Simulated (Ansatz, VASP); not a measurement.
AgBr in VASP and in Ansatz

File INCAR:

```
PREC     = Accurate       # precision mode
ENCUT    = 600            # plane-wave cutoff, eV
EDIFF    = 1E-6           # SCF threshold, eV
ISMEAR   = -1             # smearing method
SIGMA    = 0.02           # smearing width, eV
LREAL    = F              # projectors in reciprocal space
LASPH    = T              # aspherical terms in the spheres
NELM     = 100            # most SCF steps
ALGO     = Normal         # electronic algorithm
ISIF     = 3              # what is computed and relaxed
LWAVE    = F              # write WAVECAR
LCHARG   = F              # write CHGCAR
GGA      = PE             # functional
IBRION   = 2              # ionic algorithm
NSW      = 100            # ionic steps
EDIFFG   = -0.005         # ionic threshold
```

File KPOINTS:

```
regular mesh
0
Gamma
  8 8 8
```

File POSCAR:

```
AgBr
1.0
    0.0000000000      2.8701500000      2.8701500000
    2.8701500000      0.0000000000      2.8701500000
    2.8701500000      2.8701500000      0.0000000000
Ag Br
1 1
Direct
    0.0000000000      0.0000000000      0.0000000000
    0.5000000000      0.5000000000      0.5000000000
```

Input for Ansatz:

```yaml
crystal:
  lattice:
    - [0.0, 2.87015, 2.87015]
    - [2.87015, 0.0, 2.87015]
    - [2.87015, 2.87015, 0.0]
  atoms:
    - { symbol: Ag, position: [0.0, 0.0, 0.0] }
    - { symbol: Br, position: [0.5, 0.5, 0.5] }
kpoints:
  mp_grid: { grid: [8, 8, 8] }
scf:
  occupations: { method: fermi_dirac, width: 0.02 }
hamiltonian:
  xc: pbe
  pseudopotentials: { kind: all_electron, lapw: { basis_error: 0.001 } }
output:
  forces: true
  stress: true
relax:
  f_tol: 0.005
  max_steps: 80
  cell: {}
```

Alike in both runs: task relaxation of cell and atoms; functional PBE; k mesh 8 × 8 × 8; occupations fermi-dirac, width 0.02 eV; no spin polarisation.

```csv
,VASP,Ansatz
version,VASP 6.6.1,Ansatz 0.2.0
potentials or method,"VASP PAW PBE potentials, release 64 (Ag, Br)","all-electron LAPW, scalar-relativistic"
plane-wave cutoff (eV),600,see its input
```

|  | VASP | Ansatz | Ansatz less VASP |
| --- | --- | --- | --- |
| relaxed volume (Å³/atom) | 24.84 | 24.93 | +0.090 |
| relaxed cell length with the largest relative difference (Å) | 4.127 | 4.132 | +0.0050 |
| energy change over the relaxation (meV/atom) | -8 | -9 | -0.5 |

Ansatz ran all-electron here, so the differences hold the error of VASP's frozen core and of both bases.

A k mesh can miss the band edges. PBE usually gives volumes a little too large and moduli too small. Zero-point motion and thermal expansion aren't in these numbers.
